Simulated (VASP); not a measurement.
# InAs (F-43m) in VASP: further runs

InAs is run at these levels: LDA, PBEsol; tasks: electric field gradients.

All numbers are computed with VASP 6.6.1; they aren't measurements. Logs are shortened: lines on timing, memory, paths and dates and some standing lists are left out, and cuts for length are marked.

**The experiment to reproduce.**

A printed reference work, data compilation reports, for a bulk crystal of InAs at 4.2 K: band gap 0.418 eV (direct).

The results are compared with them further down.

**1. The cell of the first run**

It takes space group F-43m (No. 216, cubic). The conventional cell has a = 6.048 Å, b = 6.048 Å, c = 6.048 Å, α = 90.00°, β = 90.00°, γ = 90.00°. In (site symmetry -43m) has 4 As at 2.62 Å within 3.5 Å. As (site symmetry -43m) has 4 In at 2.62 Å within 3.5 Å.

**2. Electric field gradients, LDA**

Input file INCAR:

```
SYSTEM = InAs
  ALGO = Normal
  EDIFF = 1E-8
  ENCUT = 520
  ISIF = 2
  ISMEAR = -1
  LASPH = .True.
  LCHARG = .False.
  LEFG = .True.
  LREAL = .False.
  LWAVE = .False.
  NBANDS = 16
  NELM = 80
  PREC = Accurate
  SIGMA = 0.08
```

Input file KPOINTS:

```
k-points
0
Gamma
  10 10 10
  0 0 0
```

Input file POSCAR:

```
InAs
1.0
    0.0000000000      3.0240000000      3.0240000000
    3.0240000000      0.0000000000      3.0240000000
    3.0240000000      3.0240000000      0.0000000000
In As
1 1
Direct
    0.0000000000      0.0000000000      0.0000000000
    0.7500000000      0.7500000000      0.7500000000
```

Potentials or basis: VASP PAW LDA potentials, release 64 (In_d, As).

Started as:

```console
cat potpaw_LDA.64/In_d/POTCAR potpaw_LDA.64/As/POTCAR > POTCAR
mpirun -np 1 vasp_std > vasp.out
```

OUTCAR:

```text
SYSTEM = InAs
   EDIFF = 1E-8
   ENCUT = 520
   ISIF = 2
   ISMEAR = -1
   LASPH = .True.
   LREAL = .False.
   NELM = 80
   PREC = Accurate

 ion  position               nearest neighbor table
   1  0.000  0.000  0.000-   2 2.62   2 2.62   2 2.62   2 2.62
   2  0.750  0.750  0.750-   1 2.62   1 2.62   1 2.62   1 2.62

  LATTYP: Found a face centered cubic cell.
 ALAT       =     6.0480000000

  Lattice vectors:

 A1 = (   0.0000000000,   3.0240000000,   3.0240000000)
 A2 = (   3.0240000000,   0.0000000000,   3.0240000000)
 A3 = (   3.0240000000,   3.0240000000,   0.0000000000)

Analysis of symmetry for initial positions (statically):
=====================================================================
 Subroutine PRICEL returns:
 Original cell was already a primitive cell.

 Routine SETGRP: Setting up the symmetry group for a
 face centered cubic supercell.

 Subroutine GETGRP returns: Found 24 space group operations
 (whereof 24 operations were pure point group operations)
 out of a pool of 48 trial point group operations.

The static configuration has the point symmetry T_d .

Analysis of symmetry for dynamics (positions and initial velocities):
=====================================================================
 Subroutine PRICEL returns:
 Original cell was already a primitive cell.

 Routine SETGRP: Setting up the symmetry group for a
 face centered cubic supercell.

 Subroutine GETGRP returns: Found 24 space group operations
 (whereof 24 operations were pure point group operations)
 out of a pool of 48 trial point group operations.

The dynamic configuration has the point symmetry T_d .

 Subroutine INISYM returns: Found 24 space group operations
 (whereof 24 operations are pure point group operations),
 and found     1 'primitive' translations

----------------------------------------------------------------------------------------

                                     Primitive cell

  volume of cell :      55.3064

  direct lattice vectors                    reciprocal lattice vectors
     0.000000000  3.024000000  3.024000000    -0.165343915  0.165343915  0.165343915
     3.024000000  0.000000000  3.024000000     0.165343915 -0.165343915  0.165343915
     3.024000000  3.024000000  0.000000000     0.165343915  0.165343915 -0.165343915

  length of vectors
     4.276581813  4.276581813  4.276581813     0.286384062  0.286384062  0.286384062

  position of ions in fractional coordinates (direct lattice)
     0.000000000  0.000000000  0.000000000
     0.750000000  0.750000000  0.750000000

  ion indices of the primitive-cell ions
   primitive index   ion index
                 1           1
                 2           2

----------------------------------------------------------------------------------------

 KPOINTS: k-points

Automatic generation of k-mesh.
 Grid dimensions read from file:
 generate k-points for:   10   10   10

 Generating k-lattice:

  Cartesian coordinates                     Fractional coordinates (reciprocal lattice)
    -0.016534392  0.016534392  0.016534392     0.100000000  0.000000000  0.000000000
     0.016534392 -0.016534392  0.016534392     0.000000000  0.100000000  0.000000000
     0.016534392  0.016534392 -0.016534392     0.000000000  0.000000000  0.100000000

  Length of vectors
     0.028638406  0.028638406  0.028638406

  Shift w.r.t. Gamma in fractional coordinates (k-lattice)
     0.000000000  0.000000000  0.000000000

 Subroutine IBZKPT returns following result:
 ===========================================

 Found     47 irreducible k-points:

 Following reciprocal coordinates:
            Coordinates               Weight
  0.000000  0.000000  0.000000      1.000000
  0.100000  0.000000  0.000000      8.000000
  0.200000  0.000000  0.000000      8.000000
  0.300000  0.000000  0.000000      8.000000
  0.400000  0.000000  0.000000      8.000000
  0.500000  0.000000  0.000000      4.000000
[... 16 lines left out ...]
  0.300000  0.300000  0.000000      6.000000
  0.400000  0.300000  0.000000     24.000000
 [... further k-points ...]
   k-points           NKPTS =     47   k-points in BZ     NKDIM =     47   number of bands    NBANDS=     16
   number of dos      NEDOS =    301   number of ions     NIONS =      2
   total plane-waves  NPLWV =  32768
   dimension x,y,z NGX =    32 NGY =   32 NGZ =   32
   dimension x,y,z NGXF=    64 NGYF=   64 NGZF=   64
   ions per type =               1   1
   NGX,Y,Z   is equivalent  to a cutoff of  12.44, 12.44, 12.44 a.u.
   NGXF,Y,Z  is equivalent  to a cutoff of  24.88, 24.88, 24.88 a.u.
 SYSTEM =  InAs
   PREC   = accura    normal or accurate (medium, high low for compatibility)
   ISTART =      0    job   : 0-new  1-cont  2-samecut
   ICHARG =      2    charge: 1-file 2-atom 10-const
   ISPIN  =      1    spin polarized calculation?
   LNONCOLLINEAR =      F non collinear calculations
   LSORBIT =      F    spin-orbit coupling
   LASPH  =      T    aspherical Exc in radial PAW
   ENCUT  =  520.0 eV  38.22 Ry    6.18 a.u.   7.95  7.95  7.95*2*pi/ulx,y,z
   NELM   =     80;   NELMIN=  2; NELMDL= -5     # of ELM steps
   EDIFF  = 0.1E-07   stopping-criterion for ELM
   LREAL  =      F    real-space projection
   EDIFFG = 0.1E-06   stopping-criterion for IOM
   NSW    =      0    number of steps for IOM
   IBRION =     -1    ionic relax: 0-MD 1-quasi-New 2-CG
   NFREE  =      0    steps in history (QN), initial steepest desc. (CG)
   ISIF   =      2    stress and relaxation
   ISYM   =      2    0-nonsym 1-usesym 2-fastsym
   POTIM  = 0.5000    time-step for ionic-motion
   TEBEG  =    0.0;   TEEND  =   0.0 temperature during run
   PSTRESS=    0.0 pullay stress
   NELECT =      18.0000    total number of electrons
   NUPDOWN=      -1.0000    fix difference up-down
   EMIN   =  10.00;   EMAX   =-10.00  energy-range for DOS
   EFERMI =   0.00;   METHOD = LEGACY
   ISMEAR =    -1;   SIGMA  =   0.08  broadening in eV -4-tet -1-fermi 0-gaus
   EFERMI_NEDOS =   21; number of points for ismear=-14 and -15
   IALGO  =     38    algorithm
   IMIX   =      4    mixing-type and parameters
     AMIX     =   0.40;   BMIX     =  1.00
     AMIX_MAG =   1.60;   BMIX_MAG =  1.00
  volume/ion in A,a.u.               =      27.65       186.61
  Fermi-wavevector in a.u.,A,eV,Ry     =   1.126092  2.128005 17.253320  1.268083
  Thomas-Fermi vector in A             =   2.262772
   LORBIT       =      0    0 simple, 1 ext, 2 COOP (PROOUT), +10 PAW based schemes
   GGA     = CA    functional components
   LHFCALC =     F    Hartree Fock is set to
   AEXX    =    0.0000 exact exchange contribution
   IVDW    =     0    specifies the selected vdW correction
   LEPSILON=     F    determine dielectric tensor
   LRPA    =     F    only Hartree local field effects (RPA)
 non-spin polarized calculation
  energy-cutoff  :      520.00
  volume of cell :       55.31
 maximum number of plane-waves:      1524
   NGX = 15   NGY = 15   NGZ = 15

 number of electron      17.9999990 magnetization

 Free energy of the ion-electron system (eV)
  ---------------------------------------------------
  ext. energy  EPLUGINS =         0.00000000
  ---------------------------------------------------
  free energy    TOTEN  =        -9.02885518 eV

  energy without entropy =       -9.02814314  energy(sigma->0) =       -9.02849916

 E-fermi :   4.4963     XC(G=0):  -9.4103

 val. band max:        4.3321093165   @ k =   0.0000   0.0000   0.0000
 cond. band min:       5.1384226345   @ k =   0.5000   0.0000   0.0000
 fundamental gap:      0.8063133180
 Fermi energy:         4.4962609963

 k-point     1 :       0.0000    0.0000    0.0000
  band No.  band energies     occupation
      1     -10.0231      2.00000
      2     -10.0231      2.00000
      3     -10.0231      2.00000
      4      -9.8948      2.00000
      5      -9.8948      2.00000
      6      -7.5790      2.00000
[... 8 lines left out ...]
     15      14.0482      0.00000
     16      14.0482      0.00000

 k-point     2 :       0.1000    0.0000    0.0000
  band No.  band energies     occupation
      1     -10.0369      2.00000
      2     -10.0192      2.00000
      3     -10.0192      2.00000
      4      -9.8949      2.00000
      5      -9.8949      2.00000
      6      -7.4741      2.00000
[... 8 lines left out ...]
     15      13.2849      0.00000
     16      13.2849      0.00000

 k-point     3 :       0.2000    0.0000    0.0000
  band No.  band energies     occupation
      1     -10.0712      2.00000
      2     -10.0097      2.00000
      3     -10.0097      2.00000
      4      -9.8945      2.00000
      5      -9.8945      2.00000
      6      -7.1768      2.00000
[... 8 lines left out ...]
     15      12.8198      0.00000
     16      12.8198      0.00000

 k-point     4 :       0.3000    0.0000    0.0000
  band No.  band energies     occupation
      1     -10.1105      2.00000
      2      -9.9996      2.00000
      3      -9.9996      2.00000
      4      -9.8922      2.00000
      5      -9.8922      2.00000
      6      -6.7438      2.00000
[... 8 lines left out ...]
     15      13.1050      0.00000
     16      13.1050      0.00000

 k-point     5 :       0.4000    0.0000    0.0000
  band No.  band energies     occupation
      1     -10.1403      2.00000
      2      -9.9931      2.00000
      3      -9.9931      2.00000
      4      -9.8886      2.00000
      5      -9.8886      2.00000
      6      -6.3037      2.00000
[... 8 lines left out ...]
     15      14.0854      0.00000
     16      14.0854      0.00000

 k-point     6 :       0.5000    0.0000    0.0000
  band No.  band energies     occupation
      1     -10.1513      2.00000
      2      -9.9911      2.00000
      3      -9.9911      2.00000
      4      -9.8867      2.00000
      5      -9.8867      2.00000
      6      -6.0993      2.00000
[... 8 lines left out ...]
     15      15.0276      0.00000
     16      15.0276      0.00000
[... 267 lines left out ...]
 k-point    21 :      -0.3000    0.2000    0.0000
  band No.  band energies     occupation
      1     -10.1481      2.00000
      2      -9.9856      2.00000
      3      -9.9820      2.00000
      4      -9.8959      2.00000
      5      -9.8920      2.00000
      6      -6.1784      2.00000
[... 8 lines left out ...]
     15      13.8133      0.00000
     16      15.2281      0.00000

 k-point    22 :      -0.2000    0.2000    0.0000
  band No.  band energies     occupation
      1     -10.1225      2.00000
      2      -9.9937      2.00000
      3      -9.9910      2.00000
      4      -9.8991      2.00000
      5      -9.8901      2.00000
      6      -6.5969      2.00000
[... 8 lines left out ...]
     15      14.0084      0.00000
     16      14.8006      0.00000

 k-point    23 :       0.3000    0.3000    0.0000
  band No.  band energies     occupation
      1     -10.1550      2.00000
      2      -9.9699      2.00000
      3      -9.9699      2.00000
      4      -9.9192      2.00000
      5      -9.8797      2.00000
      6      -6.4657      2.00000
[... 8 lines left out ...]
     15      14.9725      0.00000
     16      16.0497      0.00000

 k-point    24 :       0.4000    0.3000    0.0000
  band No.  band energies     occupation
      1     -10.1759      2.00000
      2      -9.9624      2.00000
      3      -9.9599      2.00000
      4      -9.9221      2.00000
      5      -9.8774      2.00000
      6      -6.1137      2.00000
[... 8 lines left out ...]
     15      15.4314      0.00000
     16      16.2577      0.00000

 [... further k-points ...]
[... 5 lines left out ...]
  --------------------------------------------------------------------------------------
  -------------------------------------------------------------------------------------
  Total       -0.1700768     -0.1700768     -0.1700768      0.0000000      0.0000000      0.0000000
  in kB       -4.9269758     -4.9269758     -4.9269758      0.0000000      0.0000000      0.0000000
  external PRESSURE =      -4.9269758 kB  Pullay stress =       0.0000000 kB

 VOLUME and BASIS-vectors are now :
 -----------------------------------------------------------------------------
  energy-cutoff  :      520.00
  volume of cell :       55.31
      direct lattice vectors                 reciprocal lattice vectors
     0.000000000  3.024000000  3.024000000    -0.165343915  0.165343915  0.165343915
     3.024000000  0.000000000  3.024000000     0.165343915 -0.165343915  0.165343915
     3.024000000  3.024000000  0.000000000     0.165343915  0.165343915 -0.165343915

 POSITION                                       TOTAL-FORCE (eV/Angst)
 -----------------------------------------------------------------------------------
      0.00000      0.00000      0.00000        -0.000000     -0.000000     -0.000000
      4.53600      4.53600      4.53600         0.000000      0.000000      0.000000
 -----------------------------------------------------------------------------------
    total drift:                                0.000000      0.000000      0.000000

  FREE ENERGIE OF THE ION-ELECTRON SYSTEM (eV)
  ---------------------------------------------------
  free  energy   TOTEN  =        -9.0288551754 eV

  energy  without entropy=       -9.0281431367  energy(sigma->0) =       -9.02849916

 Electric field gradients (V/A^2)
---------------------------------------------------------------------
 ion       V_xx      V_yy      V_zz      V_xy      V_xz      V_yz
---------------------------------------------------------------------
   1      -0.000    -0.000    -0.000    -0.000    -0.000    -0.000
   2       0.000     0.000     0.000     0.000     0.000     0.000
---------------------------------------------------------------------

 Electric field gradients after diagonalization (V/A^2)
 (convention: |V_zz| > |V_xx| > |V_yy|)
----------------------------------------------------------------------
 ion       V_xx      V_yy      V_zz     asymmetry (V_yy - V_xx)/ V_zz
----------------------------------------------------------------------
   1       0.000     0.000    -0.001       0.000
   2      -0.000    -0.000     0.000       0.000
----------------------------------------------------------------------

           NMR quadrupolar parameters

 Cq : quadrupolar parameter    Cq=e*Q*V_zz/h
 eta: asymmetry parameters     (V_yy - V_xx)/ V_zz
 Q  : nuclear electric quadrupole moment in mb (millibarn)
----------------------------------------------------------------------
 ion       Cq(MHz)       eta       Q (mb)
----------------------------------------------------------------------
   1      -0.000       0.000       1.000
   2       0.000       0.000       1.000
----------------------------------------------------------------------
```

Wall time 48 s (1 thread of Intel Xeon 8259CL, shared host); peak memory 0.18 GiB.

Results:

```yaml
Free_energy: -9.0289 eV
Pressure: -0.5 GPa
Band_gap_on_the_k_mesh: zero (filled and empty bands touch)
```

Levels at points of the mesh, in eV from the Fermi level:
| k point | band 7 | band 8 | band 9 | band 10 | band 11 | band 12 |
| --- | --- | --- | --- | --- | --- | --- |
| (0.00, 0.00, 0.00) | -0.56 | -0.16 | -0.16 | -0.16 | 3.66 | 3.66 |
| (0.50, 0.00, 0.00) | -6.00 | -1.16 | -1.16 | 0.64 | 4.44 | 4.44 |
| (0.50, 0.50, 0.00) | -6.08 | -2.51 | -2.51 | 1.26 | 1.79 | 8.83 |

Caveat: without QUAD_EFG the Cq values of the log hold for a quadrupole moment of 1 mb, not for the nuclei; spin-orbit coupling is left out, which moves the levels of the heavy elements.

(Continued in part 2 of 2.)
